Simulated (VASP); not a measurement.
Ba:

```
CELL_PARAMETERS angstrom
0.00000 3.23267 3.23267
3.23267 0.00000 3.23267
3.23267 3.23267 0.00000
ATOMIC_POSITIONS crystal
Ba 0.00000 0.00000 0.00000
```

This isn't the form of Ba at room conditions, which is bcc.

Base run:

- Program: VASP 6.6.1
- Functional: PBEsol
- Potentials or basis: VASP PAW PBE potentials, release 64 (Ba_sv)
- Cutoff: 520 eV
- k mesh: 9 × 9 × 9
- Occupations: fermi-dirac, width 0.05 eV
- Spin: no spin polarisation

Its results: band gap on the k mesh none (metal or under the smearing width); pressure -1.0 GPa.

**Question.** The run is repeated on the same cell with these changes: functional from PBEsol to PBE. What comes out?

**Answer.** Band gap on the k mesh none (metal or under the smearing width); pressure -0.4 GPa.

PBE binds less tightly than PBEsol, so the same cell stands under more pressure.

Caveats: the PAW data sets were made with another functional, which shifts forces and pressure a little (some runs).
